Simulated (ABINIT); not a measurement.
Runs of ABINIT 10.8.3 (patched build) on MgTe. Symmetry: F-43m, No. 216, cubic system. The conventional cell has a = 6.464 Å, b = 6.464 Å, c = 6.464 Å, α = 90.00°, β = 90.00°, γ = 90.00°. Te (site symmetry -43m) has 4 Mg at 2.80 Å as nearest neighbours. Mg (site symmetry -43m) has 4 Te at 2.80 Å as nearest neighbours. The cell comes from a database or a generator and needn't be the stable form of this composition.

```tsv
task	level	potentials or basis	cutoff (eV)	fine-grid cutoff	gap on the mesh (eV)	pressure (GPa)
band structure	TB-mBJ	JTH PAW LDA v2.0	626	1224.51 eV	(c)	-
band structure	PBEsol	JTH PAW PBE v2.0	517	1034.03 eV	(b)	-0.5
band structure	LDA	JTH PAW LDA v2.0	517	1034.03 eV	2.19	-1.6
band structure	r2SCAN	JTH PAW PBE v2.0	626	1224.51 eV	3.11	(a)
band structure	PBE	JTH PAW PBE v2.0	517	1034.03 eV	2.42	0.6
```

Alike in all rows: no spin polarisation; cell as given; k mesh 7 × 7 × 7; smearing fermi-dirac 0.05 eV.

Q: Estimate the missing entries.

A: (a) 0.2; (b) 2.31; (c) 3.50.

Caveats: spin-orbit coupling is left out, which moves the levels of the heavy elements; the PAW data sets were made with another functional, which shifts forces and pressure a little (some runs); the constant c of TB-mBJ comes from the pseudo density here, which moves gaps by up to 0.3 eV between sets of potentials (some runs).

A k mesh can miss the band edges, and the runs leave out spin-orbit coupling on Te.
